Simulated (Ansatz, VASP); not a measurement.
**Two plane-wave programs on BP**

```
B P
1.0
     5.05864    0.00000    0.00000
    -2.52932    4.38091    0.00000
     0.00000    0.00000    9.74370
B P
6 6
Cartesian
  3.2041 1.8499 0.8120
  1.8545 1.8499 4.0599
  0.0000 3.6998 2.4359
  2.5293 0.6811 7.3078
  -0.6748 2.5310 5.6838
  0.6748 2.5310 8.9317
  2.5293 1.1519 2.4359
  -0.2671 2.7664 0.8120
  0.2671 2.7664 4.0599
  2.7964 1.6145 5.6838
  2.2623 1.6145 8.9317
  0.0000 3.2290 7.3078
```

Alike in both runs: functional PBE; k mesh 12 × 12 × 4; occupations gaussian, width 0.1 eV; no spin polarisation.

Ansatz relaxed the structure, and its values are those at the end. VASP's run is a single point on that final structure, the one shown.

|  | VASP | Ansatz |
| --- | --- | --- |
| version | VASP 6.6.1 | Ansatz 0.2.0 |
| potentials or method | VASP PAW PBE potentials, release 64 (B, P) | scalar-relativistic, plane waves, PAW |
| plane-wave cutoff (eV) | 520 | 420 |
| valence electrons in the cell | 48 | 48 |

|  | VASP | Ansatz | Ansatz less VASP |
| --- | --- | --- | --- |
| gap on the k mesh at the Fermi level (eV) | none | none | - |
| pressure (GPa) | -0.2 | 0.0 | +0.15 |
| rms of the force components (eV/Å) | 0.004 | 0.004 | 0.0000 |

A gap of «none» marks a metal or a gap that the smearing closes.
